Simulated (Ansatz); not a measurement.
An Ansatz input:

```yaml
crystal:
  lattice:
    - [2.2848713188, 0.0, 0.0]
    - [0.0, 2.2848713188, 0.0]
    - [0.0, 0.0, 2.2848713188]
  atoms:
    - { symbol: Co, position: [0.0, 0.0, 0.0] }
hamiltonian:
  xc: pbe
  pseudopotentials:
    kind: paw
    azcp:
      Co: "pseudopotentials/Co.paw.azcp"
basis:
  ecutwfc: 420
  fft_grid_basis: typed
kpoints:
  mp_grid: { grid: [15, 15, 15], shift: [0, 0, 0] }
magnetization:
  spin_polarized: false
scf:
  occupations: { method: fermi_dirac, width: 0.1 }
  lower_state_search: "off"
output:
  stress: true
  write_density: true
  write_potential: true
  elf: true
  volumetric_format: npy
```

Output

```
Engine: ansatz 0.2.0, x86_64-unknown-linux-gnu
Pseudopotentials: kind: paw
Pseudopotential: Co, paw, valence charge 17, recommended cutoff 420 eV (normal) 
Functional definition: PBE
  parameter kappa = 0.804
  parameter beta = 0.06672455060314922
  exchange = pbe_x(kappa = kappa, mu = beta*pi^2/3)
  correlation = pbe_c(beta = beta)
Crystal: 1 atoms, lattice volume = 11.928 Å³
Basis set: ecut = 420 eV, 251 PW (Γ)
Bands: 13, of which v1, the nominal top of the filled ones, is band 9 counted from 1 (8 counted from 0)
Symmetry: 48 space group operations
Space group: Pm-3m (ITA 221), of the structure as read, at distance tolerance 2.3e-5 Å
k-points: 120 of 3375
Non-local potential: Co, projectors of the file, l = 0: 3, l = 1: 2, l = 2: 3, l = 3: 1
PAW form: soft (Blöchl's): semilocal exchange-correlation on the pseudo side does not see the compensation charge
PAW one-centre angular grid: Co, 590 points (default); XC on 64 Gauss nodes
Initial density: superposition of atomic densities (neutral atoms: chi_scale 0, normalization atom), corrected by the library's trained network
Initial wavefunctions: pseudopotential atomic-orbital guess
Functional: x = pbe(κ = 0.804, μ = 0.2195149727645171), c = pbe(β = 0.06672455060314922)
SCF iter   1: F=—  HF=-5125.143646 eV  |F-HF|=—  |Δ(HF+E_count)|=         —  Δρ=6.66e-3  dr2=3.18e-3  ethr=1.77e-3  ⟨swp⟩=5.0  Hψ=7888  notcnv=0
SCF iter   2: F=—  HF=-5125.143290 eV  |F-HF|=—  |Δ(HF+E_count)|=   3.56e-4  Δρ=3.20e-3  dr2=8.17e-4  ethr=1.87e-5  ⟨swp⟩=1.3  Hψ=2673  notcnv=0
SCF iter   3: F=—  HF=-5125.143156 eV  |F-HF|=—  |Δ(HF+E_count)|=   1.34e-4  Δρ=3.61e-4  dr2=1.27e-5  ethr=4.81e-6  ⟨swp⟩=1.6  Hψ=1864  notcnv=0
SCF iter   4: F=—  HF=-5125.143153 eV  |F-HF|=—  |Δ(HF+E_count)|=   2.89e-6  Δρ=4.01e-5  dr2=6.48e-8  ethr=7.49e-8  ⟨swp⟩=2.2  Hψ=2049  notcnv=0
iter 5 did not close the SCF: its close was put off for the readings that it lacked (scf_convergence_deferred on its scf_iter line)
SCF iter   5: F=-5125.143153 eV  HF=-5125.143153 eV  |F-HF|=5.18e-11  |Δ(HF+E_count)|=   2.18e-8  Δρ=2.80e-6  dr2=2.57e-10  ethr=3.81e-10  ⟨swp⟩=1.9  Hψ=2098  notcnv=0
SCF iter   6: F=-5125.143153 eV  HF=-5125.143153 eV  |F-HF|=5.46e-12  |Δ(HF+E_count)|=  8.73e-11  Δρ=4.61e-7  dr2=6.54e-12  ethr=1.51e-12  ⟨swp⟩=4.4  Hψ=7722  notcnv=0
SCF 1 converged in 6 iterations: F = -5125.143153 eV  dr2 = 6.54e-12
SCF converged after 6 iterations
Free energy (F): -5125.143153 eV
Harris-Foulkes:  -5125.143153 eV  (|F-HF|=5.46e-12)
Internal energy: -5125.048261 eV  (E = F + TS)
E sigma→0 (E₀):  -5125.095707 eV
Entropy (-TS):   -0.094892 eV (-94.892 meV/atom)
Fermi energy:    16.590929 eV
--- Per-component energies (eV) ---
  E_band       = -275.624802
  E_kinetic    = 455.536769
  E_local      = -3065.652503  (includes V_loc(G=0)·N_el)
  E_nonlocal   = 457.438162
  E_hartree    = 1287.796304
  E_xc         = -158.420673
  E_vxc        = -204.402710  (∫ρ·V_xc dr)
  E_paw        = -1517.923319  (= ΣΔE_a)
  E_vpaw       = -494.137150  (= ΣTr[D̂ρ^β])
  E_aug_tail   = 0.000077  (compensation charges beyond the density's cutoff)
  E_ewald      = -2583.823079
  E_smearing   = -0.094892  (= −TS)
  E_closure    = 0.000000  (closes the sum)
  Σ components = -5125.143153   (vs F -5125.143153, Δ=0.00e0)
--- Stress (GPa, compression-positive) ---
        0.067683       0.000000       0.000000
        0.000000       0.067683       0.000000
        0.000000       0.000000       0.067683
  P = ⅓ Tr σ = 0.0677 GPa (0.677 kbar)
--- Band table (eV; the first three rows and the last of 120) ---
  k-point 0: bands = ["-78.3003", "-41.3622", "-41.3622", "-41.3622", "8.3037", "12.9885", "12.9885", "17.0805", "17.0805", "17.0805", "36.6409", "36.6409", "36.6409"]
  k-point 1: bands = ["-78.2979", "-41.3805", "-41.3606", "-41.3606", "8.4428", "13.0110", "13.0607", "17.0168", "17.0168", "17.0855", "34.9793", "36.8321", "36.8321"]
  k-point 2: bands = ["-78.2911", "-41.4323", "-41.3563", "-41.3563", "8.8510", "13.0751", "13.2702", "16.8404", "16.8404", "17.0998", "32.2237", "37.3924", "37.3924"]
  k-point 119: bands = ["-78.1405", "-41.6787", "-41.6781", "-41.6781", "13.3289", "13.3830", "13.3830", "17.9744", "17.9744", "28.3855", "29.2414", "29.2414", "29.9802"]
```

Command:

```sh
ansatz run input.yaml --threads 1 --pin off --max-ram 3584MiB --backend cpu --events-out ev --progress --plain --runs-dir out
```

On 1 thread of Intel(R) Xeon(R) Platinum 8259CL CPU @ 2.50GHz (Skylake/Cascade Lake) (shared host) this took about 3.6 s of wall time and 3 s of CPU time.
